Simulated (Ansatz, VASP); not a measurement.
Al: VASP beside Ansatz

```xyz
1
Lattice="2.7880 0.0000 0.0000 0.0000 2.7880 0.0000 0.0000 0.0000 2.7880" Properties=species:S:1:pos:R:3 pbc="T T T"
Al    0.0000    0.0000    0.0000
```

Alike in both runs: functional BLYP; k mesh 12 × 12 × 12; occupations fermi-dirac, width 0.1 eV; no spin polarisation.

Ansatz relaxed the structure, and its values are those at the end. VASP's run is a single point on that final structure, the one shown.

```csv
,VASP,Ansatz
version,VASP 6.6.1,Ansatz 0.2.0
potentials or method,"VASP PAW PBE potentials, release 64 (Al)","plane waves (420 eV) with PAW, scalar-relativistic"
plane-wave cutoff (eV),520,420
valence electrons in the cell,3,3
```

Ansatz gave:

* pressure (GPa): 0.0

**Question.** Estimate VASP's values.

**Answer.** Pressure (GPa): 0.1.

Caveats: the PAW data sets were made with another functional, which shifts forces and pressure a little (VASP).
